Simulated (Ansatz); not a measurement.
## BaS (Fm-3m): gap, valleys and masses

```
Ba S
1.0
     0.00000    3.16630    3.16630
     3.16630    0.00000    3.16630
     3.16630    3.16630    0.00000
Ba S
1 1
Direct
  0.00000 0.00000 0.00000
  0.50000 0.50000 0.50000
```

Level of theory, where no other is named: PBEsol, all-electron LAPW in Ansatz 0.2.0, scalar-relativistic. k mesh 8×8×8, fixed occupations, basis error target 1 meV/atom. The cell was relaxed by PAW under this functional.

Extrema are searched on a 12×12×12 mesh and refined by Newton steps; masses come from band slopes 0.005 Å⁻¹ away, 1/m* = (1/ħ²) d²E/dk², negative for holes (the finite step makes the lightest masses up to about 3 % heavy). k is in units of the reciprocal vectors.

Task: Where are the band edges, and is the gap direct?

Result: The valence maximum lies at Gamma (0.000, 0.000, 0.000) and the conduction minimum at X (0.000, -0.500, -0.500), so the Kohn-Sham gap of 2.039 eV is indirect; the least direct gap on the mesh is 2.130 eV. A further valence extremum at X (0.000, -0.500, -0.500) lies 0.091 eV from the edge (3 equivalent points).

Task: What are the electron masses at the edge?

Result: The principal masses are 0.319, 0.319, 1.27 mₑ. One valley has a density-of-states mass (m₁m₂m₃)^(1/3) = 0.506; 3 valleys give N^(2/3) times that, 1.05; the direction-averaged conductivity mass 3/Σ(1/mᵢ) is 0.425 mₑ.

Task: Several bands lie at or near the hole edge, or its surface isn't an ellipsoid. What are the masses by direction?

Result: 

```tsv
direction	branch from the edge	its level at the point (eV from the edge)	m*/mₑ
100	1	0.000	-2.62
100	2	0.000	-2.62
100	3	0.000	-0.212
110	1	0.000	-2.62
110	2	0.000	-0.555
110	3	0.000	-0.303
111	1	0.000	-0.753
111	2	0.000	-0.753
111	3	0.000	-0.354
11-2	1	0.000	-1.17
11-2	2	0.000	-0.89
11-2	3	0.000	-0.285
```

Task: Along the Cartesian direction 110 the conduction slope is 0.07474 eV·Å one step out. What is it four steps out, and what does that say?

Result: 0.2987 eV·Å, 3.996 times the first; a parabola would give 4, so the band is nearly parabolic here.

Task: What electronic dielectric constant and refractive index follow from the same bands (independent particles)?

Result: ε∞ = (5.51, 5.51, 5.51), so n ≈ √ε∞ = 2.35 (mean over directions) well under the gap and the normal reflectivity is ((n − 1)/(n + 1))² = 0.162. Local fields, left out here, lower ε∞ by several per cent.

Task: What gap does PAW give in the same cell?

Result: 2.038 eV, -1 meV from the LAPW value.

Caveats: no spin-orbit coupling on heavy atoms; semilocal gaps are low, and what follows the gap (onsets, screening, light masses) shifts with it; without spin-orbit coupling, bands that meet at the valence top are not the light and heavy holes of experiment; the frozen-core PAW files of the compared runs were fitted under PBE, their cores solved anew for this functional.
